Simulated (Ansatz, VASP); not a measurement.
**Cl: VASP beside Ansatz**

The input INCAR:

```
SYSTEM = Cl
  PREC = Accurate
  ENCUT = 520
  EDIFF = 1E-7
  ISMEAR = -1
  SIGMA = 0.1
  LREAL = .False.
  LASPH = .True.
  NELM = 100
  ALGO = Normal
  ISIF = 2
  LWAVE = .False.
  LCHARG = .False.
  GGA = PE
  NBANDS = 10
```

File KPOINTS:

```
regular mesh
0
Gamma
  17 17 17
  0 0 0
```

POSCAR

```
Cl
1.0
   -1.4797415818      1.4797415818      1.4797415818
    1.4797415818     -1.4797415818      1.4797415818
    1.4797415818      1.4797415818     -1.4797415818
Cl
1
Direct
    0.0000000000      0.0000000000      0.0000000000
```

Input for Ansatz:

```yaml
crystal:
  lattice:
    - [-1.4797415818, 1.4797415818, 1.4797415818]
    - [1.4797415818, -1.4797415818, 1.4797415818]
    - [1.4797415818, 1.4797415818, -1.4797415818]
  atoms:
    - { symbol: Cl, position: [0.0, 0.0, 0.0] }
kpoints:
  mp_grid: { grid: [17, 17, 17] }
scf:
  occupations: { method: fermi_dirac, width: 0.1 }
hamiltonian:
  xc: pbe
  pseudopotentials: { kind: all_electron, lapw: { basis_error: 0.001 } }
output:
  forces: true
  stress: true
  eigenvalues: true
  populations: true
```

Change from the starting cell: volume scaled by 0.6, LAPW.

Alike in both runs: task single point; functional PBE; k mesh 17 × 17 × 17; occupations fermi-dirac, width 0.1 eV; no spin polarisation.

|  | VASP | Ansatz |
| --- | --- | --- |
| version | VASP 6.6.1 | Ansatz 0.2.0 |
| potentials or method | VASP PAW PBE potentials, release 64 (Cl) | all-electron LAPW, scalar-relativistic |
| plane-wave cutoff (eV) | 520 | see its input |

VASP gave:

* pressure (GPa): 54.9

**Question.** Which values does Ansatz return?

**Answer.** Pressure (GPa): 55.5.

Ansatz ran all-electron here, so the differences hold the error of VASP's frozen core and of both bases.

Caveats: so large a pressure means that the cell lies far from this level's equilibrium, or that cutoff or potentials fall short (VASP); an odd number of electrons without spin polarisation forces a metal; a magnetic or distorted state may lie lower.
